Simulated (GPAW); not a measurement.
Ge in GPAW: convergence with k mesh

Input of the first run (k mesh 2 × 2 × 2); the others differ in this setting and in those tied to it:

run.py

```python
from ase.dft.bandgap import bandgap
from ase.io import read, write
from ase.units import GPa
from gpaw import GPAW, PW

atoms = read('POSCAR')

calc = GPAW(mode=PW(600),
            xc='LDA',
            kpts={'size': (2, 2, 2), 'gamma': True},
            occupations={'name': 'fermi-dirac', 'width': 0.05},
            nbands=8,
            convergence={'density': 1e-05, 'energy': 1e-05},
            maxiter=100,
            txt='gpaw.txt')
atoms.calc = calc
energy = atoms.get_potential_energy()
forces = atoms.get_forces()
stress = atoms.get_stress()
calc.write('gs.gpw')
write('result.traj', atoms)
print(f'Energy: {energy:.6f} eV')
print('Forces (eV/A):')
print(forces.round(4))
print('Stress (GPa):', (stress / GPa).round(3))
print('Fermi level:', round(calc.get_fermi_level(), 4), 'eV')
print(f'Gap: {bandgap(calc)[0]:.4f} eV, direct: {bandgap(calc, direct=True)[0]:.4f} eV')
```

File POSCAR:

```
Ge
1.0
    2.7104700000      0.0000000000      0.0000000000
    0.0000000000      2.7104700000      0.0000000000
    0.0000000000      0.0000000000      2.7104700000
Ge
1
Direct
    0.0000000000      0.0000000000      0.0000000000
```

Potentials or basis: the program's PAW data sets (release 1.2.1) made for this functional, pw.

Command:

```console
$ OMP_NUM_THREADS=1 python run.py
```

The cell was built by a generator and needn't be a form met in nature.

Hardware: 1 thread of Intel(R) Xeon(R) Platinum 8259CL CPU @ 2.50GHz (Skylake/Cascade Lake), on a shared host.

Problem. The values tried are 2 × 2 × 2, 3 × 3 × 3, 4 × 4 × 4, 5 × 5 × 5, 6 × 6 × 6, 7 × 7 × 7, 9 × 9 × 9, 11 × 11 × 11, 13 × 13 × 13, loosest first. From which on does the pressure stay within 0.1 GPa of the tightest run that finished?

Solution. From 11 × 11 × 11 on.

```
      k mesh  energy less the tightest run, at zero smearing (meV/atom)  pressure (GPa)  SCF cycles  CPU time (s)  peak memory (GiB)
   2 × 2 × 2                                                    -915.68          -12.04           8           3.5               0.12
   3 × 3 × 3                                                    1083.00            1.47           8           3.2               0.12
   4 × 4 × 4                                                     192.46           -4.33           8           4.3               0.12
   5 × 5 × 5                                                    -133.57           -4.31           8           4.7               0.12
   6 × 6 × 6                                                       9.31           -5.45           8           4.2               0.12
   7 × 7 × 7                                                       0.00           -5.35           8           3.9               0.12
   9 × 9 × 9                                                      10.89           -4.84           8           7.5               0.12
11 × 11 × 11                                                      16.56           -4.96           8            11               0.13
13 × 13 × 13                                                       0.00           -5.06           8            13               0.13
```

Not settled before the last step: the energy (to 1 meV/atom). Meshes of other sizes hit other points, so gaps and Fermi surfaces needn't settle smoothly. The tightest run that finished is the yardstick and may itself not be fully converged.
